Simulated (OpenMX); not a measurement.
Crystal: CdSe.

```
Cd Se
1.0
     0.00000    3.07027    3.07027
     3.07027    0.00000    3.07027
     3.07027    3.07027    0.00000
Cd Se
1 1
Direct
  0.00000 0.00000 0.00000
  0.25000 0.25000 0.25000
```

Measurements of this composition are mostly on another form, of space group No. 186.

Base run:

| Quantity | Value |
| --- | --- |
| Program | OpenMX 3.8.5 |
| Functional | PBE |
| Potentials or basis | OpenMX 2013 PBE set, Cd7.0-s3p2d2, Se7.0-s3p2d2, grid cutoff 500 Ry |
| k mesh | 5 × 5 × 5 |
| Occupations | fermi-dirac, width 0.05 eV |
| Spin | non-collinear spin, zero start |
| Starting moments | [[0.0, 0.0, 0.0], [0.0, 0.0, 0.0]] μB |

Its results: band gap on the k mesh 0.69 eV, direct; net moment 0.00 μB per cell.

Question: The run is repeated on the same cell with these changes: spin from non-collinear spin, zero start to non-collinear spin, zero start, spin-orbit coupling. What comes out?

Answer: Band gap on the k mesh 0.57 eV, direct; net moment 0.00 μB per cell.

Spin-orbit coupling splits the band edges, which narrows the gap.

Caveats: the basis of atomic orbitals isn't converged, which shifts pressures, moduli and gaps; total energies with and without spin-orbit coupling shouldn't be compared in this program (some runs).
